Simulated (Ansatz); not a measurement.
## How the functional moves the response of MoP (P-6m2) (r²SCAN, PBEsol)

```
CELL_PARAMETERS angstrom
3.23557 0.00000 0.00000
-1.61779 2.80209 0.00000
0.00000 0.00000 3.18113
ATOMIC_POSITIONS crystal
Mo 0.00000 0.00000 0.00000
P 0.33333 0.66667 0.50000
```

This cell (14.42 Å³ an atom) was relaxed by PAW under r²SCAN, and each functional gets its own cell relaxed so. Quantity: elastic moduli (Hill averages, relaxed ions; θ_D from sound speeds over directions).

Runs: (1) r²SCAN, PAW on Ansatz 0.2.0's default frozen-core files (fitted under PBE), scalar-relativistic; k mesh 18×18×16, strains of ±0.008, Fermi-Dirac smearing of 0.080 eV, cutoff 500 eV. (2) PBEsol, PAW on Ansatz 0.2.0's default frozen-core files (fitted under PBE), scalar-relativistic; k mesh 16×16×14, strains of ±0.005, Fermi-Dirac smearing of 0.100 eV, cutoff 420 eV.

Under r²SCAN: B = 229 GPa, G = 145 GPa, C11 = 363 GPa, C33 = 511 GPa, C44 = 176 GPa, ν = 0.238, θ_D = 602 K.

Which way does PBEsol move the volume, and by how much?

a = 3.208, c = 3.172 Å, 14.14 Å³ an atom: 2.0 % smaller.

What does PBEsol give for these quantities?

| quantity | r²SCAN | PBEsol | change |
| --- | --- | --- | --- |
| B | 229 GPa | 237 GPa | +4 % |
| G | 145 GPa | 144 GPa | -1 % |
| C11 | 363 GPa | 361 GPa | under 1 % |
| C33 | 511 GPa | 513 GPa | under 1 % |
| C44 | 176 GPa | 184 GPa | +5 % |
| ν | 0.238 | 0.248 | +4 % |
| θ_D | 602 K | 596 K | -1 % |

Caveats: frozen-core PAW files fitted under PBE, their cores solved anew for the functional of the run; responses of metals move with mesh and smearing; elastic stability says nothing of phonons or of other phases.
